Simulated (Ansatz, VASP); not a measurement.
# LiF in VASP and in Ansatz

```
Li F
1.0
     3.06234    0.00000    0.00000
    -1.53117    2.65206    0.00000
     0.00000    0.00000   12.32644
Li F
5 5
Direct
  0.00000 0.00000 0.99888
  0.33333 0.66667 0.19781
  0.66667 0.33333 0.39889
  0.00000 0.00000 0.59991
  0.33333 0.66667 0.80047
  0.00000 0.00000 0.14986
  0.33333 0.66667 0.34992
  0.66667 0.33333 0.55094
  0.00000 0.00000 0.75195
  0.33333 0.66667 0.95138
```

Alike in both runs: functional PBEsol; k mesh 9 × 9 × 3; occupations gaussian, width 0.02 eV; no spin polarisation.

Ansatz relaxed the structure, and its values are those at the end. VASP's run is a single point on that final structure, the one shown.

|  | VASP | Ansatz |
| --- | --- | --- |
| version | VASP 6.6.1 | Ansatz 0.2.0 |
| potentials or method | VASP PAW PBE potentials, release 64 (Li_sv, F) | scalar-relativistic, plane waves, PAW |
| plane-wave cutoff (eV) | 520 | 420 |
| valence electrons in the cell | 50 | 50 |

|  | VASP | Ansatz | Ansatz less VASP |
| --- | --- | --- | --- |
| gap on the k mesh at the Fermi level (eV) | 7.64 | 7.65 | +0.012 |
| least direct gap on the mesh (eV) | 7.64 | 7.65 | +0.012 |

With one functional, cell and mesh, what is left measures potentials, basis and numerics.

Caveats: an odd mesh through Γ misses points on the zone boundary, where band edges often lie.
